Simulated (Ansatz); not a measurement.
## BaTiO3 under strain — coordination and O-17 quadrupole coupling

Cell: an entry of the Crystallography Open Database (COD), relaxed with PBE at fixed cell and then changed (z stretched by 2 %, ions relaxed).

```
Ba Ti O
1.0
     3.98410    0.00000    0.00000
     0.00000    2.83705    2.90272
     0.00000   -2.83705    2.90272
Ba Ti O
1 1 3
Direct
  0.00000 0.00948 0.00948
  0.50000 0.52458 0.52458
  0.00000 0.48954 0.48954
  0.50000 0.49193 0.98068
  0.50000 0.98068 0.49193
```

Atom numbers follow the list; atoms alike are taken as one site, whose name carries the number of the first.

All values are calculated (Ansatz; DFT, PBE, plane waves and PAW, scalar-relativistic, 420 eV cutoff, Γ-centred 8×8×8 k-points, Fermi–Dirac smearing 0.02 eV), not measured.

Q(O-17) = -25.58 mb.

Problem. Order the O environments from the weakest to the strongest quadrupole coupling.
A. O4: 2 Ti at 1.85–2.21 Å, angle 172°; also 4 Ba at 2.79–2.90 Å
B. O3: 2 Ti at 2.00 Å, angle 168°; also 4 Ba at 2.79–3.02 Å

Solution. A (1.17 MHz, η = 0.05), B (1.81 MHz, η = 0.06).

At O4 and O3 V_zz points along the line of its two bonds (within 6°) in each case.
